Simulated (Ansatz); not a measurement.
**N: one atom moved over a plane**

This session takes N and sets out to map the energy of atom 1 (N) over a plane.

Program: Ansatz 0.2.0. Level of theory: DFT PBEsol, scalar-relativistic, plane waves, PAW. These are calculated values, not measurements.

**1. The structure to begin with**

Symmetry: P4_2/mnm, No. 136, tetragonal system. Conventional cell: a = 4.084 Å, b = 4.084 Å, c = 5.346 Å, α = 90.00°, β = 90.00°, γ = 90.00°. N (site symmetry m2m) has 1 N at 1.11 Å as nearest neighbours.

Coordinates:

```cif
data_structure
_symmetry_space_group_name_H-M 'P4_2/mnm'
_symmetry_Int_Tables_number 136
_cell_length_a 4.0841
_cell_length_b 4.0841
_cell_length_c 5.3459
_cell_angle_alpha 90.000
_cell_angle_beta 90.000
_cell_angle_gamma 90.000
_cell_volume 89.17
loop_
_atom_site_label
_atom_site_type_symbol
_atom_site_symmetry_multiplicity
_atom_site_Wyckoff_symbol
_atom_site_fract_x
_atom_site_fract_y
_atom_site_fract_z
_atom_site_occupancy
N1 N 4 f 0.90428 0.90428 0.00000 1
```

It goes back to an entry of the Materials Project, which need not be the stable form.

The cell is taken as given, not relaxed at this level.

**2. The undisturbed cell**

Input file input.yaml:

```yaml
crystal:
  lattice:
    - [4.08406197, 0.0, 0.0]
    - [0.0, 4.08406197, 0.0]
    - [0.0, 0.0, 5.34591325]
  atoms:
    - { symbol: "N", position: [0.9042752, 0.9042752, 0.0] }
    - { symbol: "N", position: [0.5957248, 0.4042752, 0.5] }
    - { symbol: "N", position: [0.0957248, 0.0957248, 0.0] }
    - { symbol: "N", position: [0.4042752, 0.5957248, 0.5] }
basis:
  ecutwfc: 420
kpoints:
  mp_grid: { grid: [6, 6, 4] }
hamiltonian:
  xc: pbesol
scf:
  occupations: { method: gaussian, width: 0.05 }
output:
  forces: true
  stress: true
  eigenvalues: true
```

Further runs follow: At p = -0.300, q = -0.300; At p = -0.300, q = 0.000; p = 0.000, q = -0.300; point p = 0.300, q = -0.300; point p = 0.300, q = 0.000; p = -0.300, q = -0.150; At p = -0.150, q = -0.300; p = -0.150, q = 0.000; point p = 0.000, q = -0.150; At p = 0.150, q = -0.300; point p = 0.150, q = 0.000; At p = 0.300, q = -0.150; At p = -0.150, q = -0.150; point p = 0.150, q = -0.150.

Before running it: what results should come out? Wanted: highest point; lowest point away from the origin.

The runs gave:

| quantity | value |
| --- | --- |
| highest point | 3.755 eV/cell at (p, q) = (0.300, 0.000) |
| lowest point away from the origin | 0.017 eV/cell at (0.000, -0.150) |

What this shows: The undisturbed cell is the lowest computed point. Read as harmonic, the points at ±0.150 Å give force constants of 68.76 eV/Å² along p and 1.49 eV/Å² along q: the atom moves more easily along q. The gap on the mesh runs from 4.64 to 7.18 eV over the map. Where forces pass 15 eV/Å atoms stand far too close, the PAW spheres overlap strongly and those numbers are rough.
